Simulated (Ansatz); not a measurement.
# Deforming Os

```xyz
2
Lattice="2.7341 0.0000 0.0000 -1.3670 2.3678 0.0000 0.0000 0.0000 4.3197" Properties=species:S:1:pos:R:3 pbc="T T T"
Os    0.0000    1.5785    1.0799
Os    1.3670    0.7893    3.2398
```

Atoms are numbered in the order listed.

The geometry is COD entry 9017843, unchecked; take it as a test cell.

No spin–orbit coupling, which matters for the heavy atoms here.

Level of theory: DFT, PBE, all-electron PAW with datasets made for the crystal, scalar-relativistic (Ansatz 0.2.0).

Sampling and basis: a Γ-centred 17×17×10 k mesh, Fermi–Dirac smearing of 0.08 eV, cutoff 320 eV (chosen by the program for this cell), no spin polarisation.

The unchanged cell is at 8.76 GPa, so energy changes include a term −P ΔV where the volume moves.

In a metal, stresses and small energies carry noise from the k mesh.

x, y and z are the Cartesian axes of the cell as listed; fractional coordinates follow a strain, and an engineering shear is twice the off-diagonal strain component.

Q: One change gave: energy change +36 meV/atom; stress change (xx, yy, zz, yz, xz, xy) 9.39, 9.39, -18.22, 0.00, 0.00, 0.00 GPa, compression positive. Which change was it?
A. atom 2 (Os) moved by (0.0300, 0.0000, 0.0000) Å
B. x and y strained by +1.5 %, z held
C. z strained by +3 % at fixed volume

A: C. For x and y strained by +1.5 %, z held: energy change -4 meV/atom; stress change (xx, yy, zz, yz, xz, xy) -14.28, -14.28, -6.87, 0.00, 0.00, 0.00 GPa, compression positive. For atom 2 (Os) moved by (0.0300, 0.0000, 0.0000) Å: energy change +2 meV/atom; stress change (xx, yy, zz, yz, xz, xy) 0.01, 0.03, 0.15, 0.00, 0.00, 0.37 GPa, compression positive; change of the force on Os2 (-0.303, 0.004, 0.000) eV/Å.

Q: What force constant does this one finite step give for Os2 along its displacement (all its periodic images move with it)?

A: k = −ΔF·u/|u|² = 10.10 eV/Å², so the force pulls the atom back.
